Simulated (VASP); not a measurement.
# PbS (Galena) (Fm-3m) in VASP: further runs, part 2 of 2

VASP 6.6.1.

## Step 5: Single point, PBEsol

File INCAR:

```
SYSTEM = PbS
  PREC = Accurate
  ENCUT = 400
  EDIFF = 1E-7
  ISMEAR = 0
  SIGMA = 0.05
  LREAL = .False.
  LASPH = .True.
  NELM = 100
  ALGO = Normal
  ISIF = 2
  LWAVE = .False.
  LCHARG = .False.
  GGA = PS
  ADDGRID = .False.
```

File KPOINTS:

```
Automatic mesh
0
Gamma
  3 3 3
  0 0 0
```

File POSCAR:

```
PbS
1.0
    0.0000000000      2.9657500000      2.9657500000
    2.9657500000      0.0000000000      2.9657500000
    2.9657500000      2.9657500000      0.0000000000
Pb S
1 1
Direct
    0.0000000000      0.0000000000      0.0000000000
    0.5000000000      0.5000000000      0.5000000000
```

Potentials or basis: VASP PAW PBE potentials, release 64 (Pb_d, S).

Run with:

```sh
$ cat potpaw_PBE.64/Pb_d/POTCAR potpaw_PBE.64/S/POTCAR > POTCAR
$ mpirun -np 1 vasp_std > vasp.out
```

OUTCAR:

```text
SYSTEM = PbS
   PREC = Accurate
   ENCUT = 400
   EDIFF = 1E-7
   ISMEAR = 0
   LREAL = .False.
   LASPH = .True.
   NELM = 100
   ISIF = 2
   GGA = PS

 Found      4 irreducible k-points:

 Following reciprocal coordinates:
            Coordinates               Weight
  0.000000  0.000000  0.000000      1.000000
  0.333333  0.000000  0.000000      8.000000
  0.333333  0.333333  0.000000      6.000000
 -0.333333  0.333333  0.000000     12.000000
   k-points           NKPTS =      4   k-points in BZ     NKDIM =      4   number of bands    NBANDS=     14
   number of dos      NEDOS =    301   number of ions     NIONS =      2
   total plane-waves  NPLWV =  21952
   dimension x,y,z NGX =    28 NGY =   28 NGZ =   28
   dimension x,y,z NGXF=    56 NGYF=   56 NGZF=   56
   ions per type =               1   1
   NGX,Y,Z   is equivalent  to a cutoff of  11.10, 11.10, 11.10 a.u.
   NGXF,Y,Z  is equivalent  to a cutoff of  22.20, 22.20, 22.20 a.u.
 SYSTEM =  PbS
   PREC   = accura    normal or accurate (medium, high low for compatibility)
   ISTART =      0    job   : 0-new  1-cont  2-samecut
   ICHARG =      2    charge: 1-file 2-atom 10-const
   ISPIN  =      1    spin polarized calculation?
   LNONCOLLINEAR =      F non collinear calculations
   LSORBIT =      F    spin-orbit coupling
   LASPH  =      T    aspherical Exc in radial PAW
   ENCUT  =  400.0 eV  29.40 Ry    5.42 a.u.   6.84  6.84  6.84*2*pi/ulx,y,z
   NELM   =    100;   NELMIN=  2; NELMDL= -5     # of ELM steps
   EDIFF  = 0.1E-06   stopping-criterion for ELM
   LREAL  =      F    real-space projection
   EDIFFG = 0.1E-05   stopping-criterion for IOM
   NSW    =      0    number of steps for IOM
   IBRION =     -1    ionic relax: 0-MD 1-quasi-New 2-CG
   NFREE  =      0    steps in history (QN), initial steepest desc. (CG)
   ISIF   =      2    stress and relaxation
   ISYM   =      2    0-nonsym 1-usesym 2-fastsym
   POTIM  = 0.5000    time-step for ionic-motion
   TEBEG  =    0.0;   TEEND  =   0.0 temperature during run
   PSTRESS=    0.0 pullay stress
   NELECT =      20.0000    total number of electrons
   NUPDOWN=      -1.0000    fix difference up-down
   EMIN   =  10.00;   EMAX   =-10.00  energy-range for DOS
   EFERMI =   0.00;   METHOD = LEGACY
   ISMEAR =     0;   SIGMA  =   0.05  broadening in eV -4-tet -1-fermi 0-gaus
   EFERMI_NEDOS =   21; number of points for ismear=-14 and -15
   IALGO  =     38    algorithm
   IMIX   =      4    mixing-type and parameters
     AMIX     =   0.40;   BMIX     =  1.00
     AMIX_MAG =   1.60;   BMIX_MAG =  1.00
  volume/ion in A,a.u.               =      26.09       176.04
  Fermi-wavevector in a.u.,A,eV,Ry     =   1.189251  2.247359 19.242973  1.414319
  Thomas-Fermi vector in A             =   2.325363
   LORBIT       =      0    0 simple, 1 ext, 2 COOP (PROOUT), +10 PAW based schemes
   GGA     = PS    functional components
   LHFCALC =     F    Hartree Fock is set to
   AEXX    =    0.0000 exact exchange contribution
   IVDW    =     0    specifies the selected vdW correction
   LEPSILON=     F    determine dielectric tensor
   LRPA    =     F    only Hartree local field effects (RPA)
 non-spin polarized calculation
 Gauss-broadening in eV      SIGMA  =   0.05
  energy-cutoff  :      400.00
  volume of cell :       52.17
 maximum number of plane-waves:       955
   NGX = 13   NGY = 13   NGZ = 13

 number of electron      19.9999993 magnetization

 Free energy of the ion-electron system (eV)
  ---------------------------------------------------
  ext. energy  EPLUGINS =         0.00000000
  ---------------------------------------------------
  free energy    TOTEN  =        -9.57851870 eV

  energy without entropy =       -9.57851870  energy(sigma->0) =       -9.57851870

 E-fermi :   5.1867     XC(G=0):  -9.9036

 val. band max:        4.9007174750   @ k =   0.3333   0.0000   0.0000
 cond. band min:       7.0573976213   @ k =   0.3333   0.0000   0.0000
 fundamental gap:      2.1566801463
 Fermi energy:         5.1866749312

 k-point     1 :       0.0000    0.0000    0.0000
  band No.  band energies     occupation
      1     -11.0867      2.00000
      2     -11.0867      2.00000
      3     -11.0867      2.00000
      4     -11.0750      2.00000
      5     -11.0750      2.00000
      6      -7.9531      2.00000
      7      -0.3989      2.00000
      8       3.4788      2.00000
      9       3.4788      2.00000
     10       3.4788      2.00000
     11      10.8332      0.00000
     12      10.8332      0.00000
     13      10.8332      0.00000
     14      12.3156      0.00000

 k-point     2 :       0.3333    0.0000    0.0000
  band No.  band energies     occupation
      1     -11.1007      2.00000
      2     -11.1007      2.00000
      3     -11.0841      2.00000
      4     -11.0492      2.00000
      5     -11.0492      2.00000
      6      -7.1182      2.00000
      7      -2.4984      2.00000
      8       3.7438      2.00000
      9       3.7438      2.00000
     10       4.9007      2.00000
     11       7.0574      0.00000
     12       8.1676      0.00000
     13       8.1676      0.00000
     14      12.8927      0.00000

 k-point     3 :       0.3333    0.3333    0.0000
  band No.  band energies     occupation
      1     -11.1807      2.00000
      2     -11.1065      2.00000
      3     -11.0552      2.00000
      4     -11.0404      2.00000
      5     -11.0404      2.00000
      6      -6.8009      2.00000
      7      -1.7898      2.00000
      8       2.3733      2.00000
      9       2.4917      2.00000
     10       2.4917      2.00000
     11       9.3609      0.00000
     12       9.7894      0.00000
     13      10.8327      0.00000
     14      10.8327      0.00000

 k-point     4 :      -0.3333    0.3333    0.0000
  band No.  band energies     occupation
      1     -11.1687      2.00000
      2     -11.0779      2.00000
      3     -11.0766      2.00000
      4     -11.0526      2.00000
      5     -11.0386      2.00000
      6      -6.3433      2.00000
      7      -2.6089      2.00000
      8       1.1394      2.00000
      9       3.0439      2.00000
     10       3.6870      2.00000
     11       8.2584      0.00000
     12       9.0366      0.00000
     13      10.3496      0.00000
     14      12.7896      0.00000

------------------------ aborting loop because EDIFF is reached ----------------------------------------

  FORCE on cell =-STRESS in cart. coord.  units (eV):
  Direction    XX          YY          ZZ          XY          YZ          ZX
  --------------------------------------------------------------------------------------
  -------------------------------------------------------------------------------------
  Total       -0.6529126     -0.6529126     -0.6529126     -0.0000000      0.0000000     -0.0000000
  in kB      -20.0508148    -20.0508148    -20.0508148     -0.0000000      0.0000000     -0.0000000
  external PRESSURE =     -20.0508148 kB  Pullay stress =       0.0000000 kB

 VOLUME and BASIS-vectors are now :
 -----------------------------------------------------------------------------
  energy-cutoff  :      400.00
  volume of cell :       52.17
      direct lattice vectors                 reciprocal lattice vectors
     0.000000000  2.965750000  2.965750000    -0.168591419  0.168591419  0.168591419
     2.965750000  0.000000000  2.965750000     0.168591419 -0.168591419  0.168591419
     2.965750000  2.965750000  0.000000000     0.168591419  0.168591419 -0.168591419

 POSITION                                       TOTAL-FORCE (eV/Angst)
 -----------------------------------------------------------------------------------
      0.00000      0.00000      0.00000         0.000000      0.000000      0.000000
      2.96575      2.96575      2.96575         0.000000      0.000000     -0.000000
 -----------------------------------------------------------------------------------
    total drift:                                0.000000      0.000000      0.000000

  FREE ENERGIE OF THE ION-ELECTRON SYSTEM (eV)
  ---------------------------------------------------
  free  energy   TOTEN  =        -9.5785187044 eV

  energy  without entropy=       -9.5785187044  energy(sigma->0) =       -9.57851870
```

OSZICAR:

```text
N       E                     dE             d eps       ncg     rms          rms(c)
DAV:   1     0.145911059955E+03    0.14591E+03   -0.89216E+03   112   0.126E+03
DAV:   2     0.252565896680E+01   -0.14339E+03   -0.13870E+03   124   0.329E+02
DAV:   3    -0.965612040184E+01   -0.12182E+02   -0.12116E+02   154   0.101E+02
DAV:   4    -0.994851805517E+01   -0.29240E+00   -0.29222E+00   124   0.187E+01
DAV:   5    -0.996016293659E+01   -0.11645E-01   -0.11645E-01   152   0.365E+00    0.512E+00
DAV:   6    -0.958160293332E+01    0.37856E+00   -0.12216E+00   166   0.904E+00    0.358E+00
DAV:   7    -0.957943327390E+01    0.21697E-02   -0.12548E-01   112   0.209E+00    0.173E+00
DAV:   8    -0.957862276370E+01    0.81051E-03   -0.10928E-02   130   0.113E+00    0.164E-01
DAV:   9    -0.957846115994E+01    0.16160E-03   -0.19470E-03   166   0.343E-01    0.833E-02
DAV:  10    -0.957851781539E+01   -0.56655E-04   -0.15684E-04   112   0.835E-02    0.317E-02
DAV:  11    -0.957851882073E+01   -0.10053E-05   -0.11597E-05   150   0.391E-02    0.115E-02
DAV:  12    -0.957851874296E+01    0.77771E-07   -0.12771E-06   130   0.161E-02    0.385E-03
DAV:  13    -0.957851870442E+01    0.38534E-07   -0.11707E-07    80   0.356E-03
   1 F= -.95785187E+01 E0= -.95785187E+01  d E =-.521108E-16
```

stdout:

```text
POSCAR found type information on POSCAR PbS
 POSCAR found :  2 types and       2 ions
 scaLAPACK will be used
 -----------------------------------------------------------------------------
|                                                                             |
|                                                                             |
|     You enforced a specific xc type in the INCAR file but a different       |
|     I HOPE YOU KNOW WHAT YOU ARE DOING!                                     |
|                                                                             |
 -----------------------------------------------------------------------------

 LDA part: xc-table for (Slater+PW92), standard interpolation
 POSCAR, INCAR and KPOINTS ok, starting setup
 FFT: planning ... GRIDC
 FFT: planning ... GRID_SOFT
 FFT: planning ... GRID
 WAVECAR not read
 entering main loop
```

It took 2.7 s on 1 thread of Intel Xeon 6975P-C (Granite Rapids), shared host; peak memory 0.14 GiB.

These settings aren't checked as converged: the numbers below hold their error.

What came out:

```yaml
Free_energy: -9.5785 eV
Pressure: -2.0 GPa
```

Caveat: the k mesh is coarse (spacing up to 0.61 Å⁻¹), so the values aren't converged; this odd mesh misses L, where the gap lies, so gap, dielectric constants and Born charges aren't listed; the PAW data sets were made with another functional, which shifts forces and pressure a little.

## Step 6: Single point, PBEsol

INCAR: that of step 5 with these lines changed.

```diff
@@ -2,3 +2,3 @@
   PREC = Accurate
-  ENCUT = 400
+  ENCUT = 500
   EDIFF = 1E-7
```

KPOINTS is that of step 5.

POSCAR is that of step 5.

Potentials or basis: VASP PAW PBE potentials, release 64 (Pb_d, S).

Run with:

```sh
$ cat potpaw_PBE.64/Pb_d/POTCAR potpaw_PBE.64/S/POTCAR > POTCAR
$ mpirun -np 1 vasp_std > vasp.out
```

OUTCAR:

```text
SYSTEM = PbS
   PREC = Accurate
   ENCUT = 500
   EDIFF = 1E-7
   ISMEAR = 0
   LREAL = .False.
   LASPH = .True.
   NELM = 100
   ISIF = 2
   GGA = PS

 Found      4 irreducible k-points:

 Following reciprocal coordinates:
            Coordinates               Weight
  0.000000  0.000000  0.000000      1.000000
  0.333333  0.000000  0.000000      8.000000
  0.333333  0.333333  0.000000      6.000000
 -0.333333  0.333333  0.000000     12.000000
   k-points           NKPTS =      4   k-points in BZ     NKDIM =      4   number of bands    NBANDS=     14
   number of dos      NEDOS =    301   number of ions     NIONS =      2
   total plane-waves  NPLWV =  32768
   dimension x,y,z NGX =    32 NGY =   32 NGZ =   32
   dimension x,y,z NGXF=    64 NGYF=   64 NGZF=   64
   ions per type =               1   1
   NGX,Y,Z   is equivalent  to a cutoff of  12.68, 12.68, 12.68 a.u.
   NGXF,Y,Z  is equivalent  to a cutoff of  25.37, 25.37, 25.37 a.u.
 SYSTEM =  PbS
   PREC   = accura    normal or accurate (medium, high low for compatibility)
   ISTART =      0    job   : 0-new  1-cont  2-samecut
   ICHARG =      2    charge: 1-file 2-atom 10-const
   ISPIN  =      1    spin polarized calculation?
   LNONCOLLINEAR =      F non collinear calculations
   LSORBIT =      F    spin-orbit coupling
   LASPH  =      T    aspherical Exc in radial PAW
   ENCUT  =  500.0 eV  36.75 Ry    6.06 a.u.   7.65  7.65  7.65*2*pi/ulx,y,z
   NELM   =    100;   NELMIN=  2; NELMDL= -5     # of ELM steps
   EDIFF  = 0.1E-06   stopping-criterion for ELM
   LREAL  =      F    real-space projection
   EDIFFG = 0.1E-05   stopping-criterion for IOM
   NSW    =      0    number of steps for IOM
   IBRION =     -1    ionic relax: 0-MD 1-quasi-New 2-CG
   NFREE  =      0    steps in history (QN), initial steepest desc. (CG)
   ISIF   =      2    stress and relaxation
   ISYM   =      2    0-nonsym 1-usesym 2-fastsym
   POTIM  = 0.5000    time-step for ionic-motion
   TEBEG  =    0.0;   TEEND  =   0.0 temperature during run
   PSTRESS=    0.0 pullay stress
   NELECT =      20.0000    total number of electrons
   NUPDOWN=      -1.0000    fix difference up-down
   EMIN   =  10.00;   EMAX   =-10.00  energy-range for DOS
   EFERMI =   0.00;   METHOD = LEGACY
   ISMEAR =     0;   SIGMA  =   0.05  broadening in eV -4-tet -1-fermi 0-gaus
   EFERMI_NEDOS =   21; number of points for ismear=-14 and -15
   IALGO  =     38    algorithm
   IMIX   =      4    mixing-type and parameters
     AMIX     =   0.40;   BMIX     =  1.00
     AMIX_MAG =   1.60;   BMIX_MAG =  1.00
[... 18 lines left out ...]
 number of electron      19.9999998 magnetization

 Free energy of the ion-electron system (eV)
  ---------------------------------------------------
  ext. energy  EPLUGINS =         0.00000000
  ---------------------------------------------------
  free energy    TOTEN  =        -9.57855051 eV

  energy without entropy =       -9.57855051  energy(sigma->0) =       -9.57855051

 E-fermi :   5.1865     XC(G=0):  -9.9036

 val. band max:        4.9004833798   @ k =   0.3333   0.0000   0.0000
 cond. band min:       7.0572786316   @ k =   0.3333   0.0000   0.0000
 fundamental gap:      2.1567952517
 Fermi energy:         5.1864683994

 k-point     1 :       0.0000    0.0000    0.0000
  band No.  band energies     occupation
      1     -11.0871      2.00000
      2     -11.0871      2.00000
      3     -11.0871      2.00000
      4     -11.0753      2.00000
      5     -11.0753      2.00000
      6      -7.9532      2.00000
      7      -0.3990      2.00000
      8       3.4784      2.00000
      9       3.4784      2.00000
     10       3.4784      2.00000
     11      10.8330      0.00000
     12      10.8330      0.00000
     13      10.8330      0.00000
     14      12.3154      0.00000
[... 37 lines left out ...]
      1     -11.1690      2.00000
      2     -11.0782      2.00000
      3     -11.0769      2.00000
      4     -11.0530      2.00000
      5     -11.0389      2.00000
      6      -6.3434      2.00000
      7      -2.6090      2.00000
      8       1.1392      2.00000
      9       3.0436      2.00000
     10       3.6868      2.00000
     11       8.2583      0.00000
     12       9.0365      0.00000
     13      10.3493      0.00000
     14      12.7895      0.00000

------------------------ aborting loop because EDIFF is reached ----------------------------------------

  FORCE on cell =-STRESS in cart. coord.  units (eV):
  Direction    XX          YY          ZZ          XY          YZ          ZX
  --------------------------------------------------------------------------------------
  -------------------------------------------------------------------------------------
  Total       -0.6576065     -0.6576065     -0.6576065      0.0000000      0.0000000     -0.0000000
  in kB      -20.1949634    -20.1949634    -20.1949634      0.0000000      0.0000000     -0.0000000
  external PRESSURE =     -20.1949634 kB  Pullay stress =       0.0000000 kB

 VOLUME and BASIS-vectors are now :
 -----------------------------------------------------------------------------
  energy-cutoff  :      500.00
  volume of cell :       52.17
      direct lattice vectors                 reciprocal lattice vectors
     0.000000000  2.965750000  2.965750000    -0.168591419  0.168591419  0.168591419
     2.965750000  0.000000000  2.965750000     0.168591419 -0.168591419  0.168591419
     2.965750000  2.965750000  0.000000000     0.168591419  0.168591419 -0.168591419

 POSITION                                       TOTAL-FORCE (eV/Angst)
 -----------------------------------------------------------------------------------
      0.00000      0.00000      0.00000        -0.000000     -0.000000     -0.000000
      2.96575      2.96575      2.96575         0.000000      0.000000      0.000000
 -----------------------------------------------------------------------------------
    total drift:                                0.000000     -0.000000     -0.000000

  FREE ENERGIE OF THE ION-ELECTRON SYSTEM (eV)
  ---------------------------------------------------
  free  energy   TOTEN  =        -9.5785505107 eV

  energy  without entropy=       -9.5785505107  energy(sigma->0) =       -9.57855051
```

OSZICAR:

```text
N       E                     dE             d eps       ncg     rms          rms(c)
DAV:   1     0.146474686878E+03    0.14647E+03   -0.96401E+03   112   0.144E+03
DAV:   2     0.276109508181E+01   -0.14371E+03   -0.14078E+03   112   0.345E+02
DAV:   3    -0.964080948141E+01   -0.12402E+02   -0.12298E+02   142   0.103E+02
DAV:   4    -0.994795528845E+01   -0.30715E+00   -0.30699E+00   138   0.191E+01
DAV:   5    -0.996052807435E+01   -0.12573E-01   -0.12572E-01   158   0.380E+00    0.509E+00
DAV:   6    -0.958170506517E+01    0.37882E+00   -0.12259E+00   166   0.912E+00    0.359E+00
DAV:   7    -0.957946957456E+01    0.22355E-02   -0.12434E-01   112   0.208E+00    0.175E+00
DAV:   8    -0.957864567779E+01    0.82390E-03   -0.10780E-02   130   0.115E+00    0.160E-01
DAV:   9    -0.957849076810E+01    0.15491E-03   -0.18916E-03   166   0.339E-01    0.832E-02
DAV:  10    -0.957854947332E+01   -0.58705E-04   -0.15736E-04   124   0.835E-02    0.302E-02
DAV:  11    -0.957855065955E+01   -0.11862E-05   -0.11371E-05   130   0.395E-02    0.112E-02
DAV:  12    -0.957855053573E+01    0.12382E-06   -0.14261E-06   144   0.172E-02    0.303E-03
DAV:  13    -0.957855051071E+01    0.25018E-07   -0.10315E-07    82   0.422E-03
   1 F= -.95785505E+01 E0= -.95785505E+01  d E =-.517832E-16
```

stdout:

```text
POSCAR found type information on POSCAR PbS
 POSCAR found :  2 types and       2 ions
 scaLAPACK will be used
 -----------------------------------------------------------------------------
|                                                                             |
|                                                                             |
|     You enforced a specific xc type in the INCAR file but a different       |
|     I HOPE YOU KNOW WHAT YOU ARE DOING!                                     |
|                                                                             |
 -----------------------------------------------------------------------------

 LDA part: xc-table for (Slater+PW92), standard interpolation
 POSCAR, INCAR and KPOINTS ok, starting setup
 FFT: planning ... GRIDC
 FFT: planning ... GRID_SOFT
 FFT: planning ... GRID
 WAVECAR not read
 entering main loop
```

Wall time 2.7 s (1 thread of Intel Xeon 6975P-C (Granite Rapids), shared host); peak memory 0.17 GiB.

The run converged, but some of its settings lie outside the range that counts as converged, so its numbers aren't taken as properties of the crystal.

What came out:

```yaml
Free_energy: -9.5786 eV
Pressure: -2.0 GPa
```

Caveat: the k mesh is coarse (spacing up to 0.61 Å⁻¹), so the values aren't converged; this odd mesh misses L, where the gap lies, so gap, dielectric constants and Born charges aren't listed; the PAW data sets were made with another functional, which shifts forces and pressure a little.

## Step 7: The reference run

An earlier run on the cell as given: functional PBEsol; potentials or basis VASP PAW PBE potentials, release 64 (Pb_d, S); cutoff 520 eV; k mesh 8 × 8 × 8; occupations fermi-dirac, width 0.05 eV; no spin polarisation.

- Pressure: -0.9 GPa
- Band gap on the k mesh: 0.25 eV, direct
